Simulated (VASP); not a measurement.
**ZrB2 under changes of volume**

One of the cells (10.087 Å³/atom); the others are scaled copies at fixed shape and fractional positions:

```xyz
3
Lattice="3.1577 0.0000 0.0000 -1.5788 2.7346 0.0000 0.0000 0.0000 3.5046" Properties=species:S:1:pos:R:3 pbc="T T T"
Zr    0.0000    0.0000    3.5046
B     1.5788    0.9115    1.7523
B     0.0000    1.8231    1.7523
```

* Program: VASP 6.6.1
* Functional: PBEsol
* Potentials or basis: VASP PAW PBE potentials, release 64 (Zr_sv, B)
* Cutoff: 520 eV
* k mesh: 8 × 8 × 8
* Occupations: fermi-dirac, width 0.05 eV
* Spin: no spin polarisation

```tsv
volume (Å³/atom)	energy over the lowest point (meV/atom)	pressure (GPa)
9.684	?	?
9.886	3.41	5.3
10.087	0.00	0.0
10.289	2.92	-4.8
10.491	11.57	-9.1
```

Q: What does the run at 9.684 Å³/atom give?

A: Energy over the lowest point 13.79 meV/atom; pressure 11.1 GPa.

Worked out: A Birch-Murnaghan fit of order 2 (a polynomial in V^(-2/3)) to the other rows has its minimum at 10.09 Å³/atom with B0 = V·E''(V) = 251 GPa at fixed shape and positions, which overstates the stiffness. It gives 13.83 meV/atom at 9.684 Å³/atom, against the run's 13.79, and -dE/dV = 11.2 GPa, against 11.1.

Energies are extrapolated to zero smearing.

Caveats: the PAW data sets were made with another functional, which shifts forces and pressure a little.
